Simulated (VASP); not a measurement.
**Cs2AgBiBr6: changing the dispersion correction**

The cell as given:

```
Bi Cs Ag Br
1.0
     0.00000    5.61610    5.61610
     5.61610    0.00000    5.61610
     5.61610    5.61610    0.00000
Bi Cs Ag Br
1 2 1 6
Direct
  0.00000 0.00000 0.00000
  0.75000 0.75000 0.75000
  0.25000 0.25000 0.25000
  0.50000 0.50000 0.50000
  0.74945 0.74945 0.25055
  0.25055 0.25055 0.74945
  0.74945 0.25055 0.25055
  0.74945 0.25055 0.74945
  0.25055 0.74945 0.74945
  0.25055 0.74945 0.25055
```

The cell comes from a database or a generator and needn't be the form met in nature.

Kept alike: task relaxation of cell and atoms; functional PBEsol; k mesh 3 × 3 × 3; occupations fermi-dirac, width 0.05 eV; no spin polarisation. Program: VASP, PBE PAW files Ag, Bi_d, Br, Cs_sv, 600 eV. The mesh is that of the run's cell of 10 atoms. No spin-orbit coupling.

```csv
dispersion correction,volume (Å³/atom)
D3(zero),34.373
D3(BJ),33.530
D4,34.185
none,35.002
rVV10 (b = 20),34.632
```

The relaxations keep at least the cell's symmetry (Fm-3m). Relaxations stop with a little pressure left, so the last digits of a volume or edge aren't settled. All rows use potentials made for PBE.

**Question.** What does the dispersion correction change here?

**Answer.** The volume runs from 33.530 (D3(BJ)) to 35.002 Å³/atom (none). Against no correction: D3(zero) -1.8 %; D3(BJ) -4.2 %; D4 -2.3 %; rVV10 (b = 20) -1.1 %. Dispersion terms mostly attract and so lower the volume; the schemes' coefficients and damping set how far.
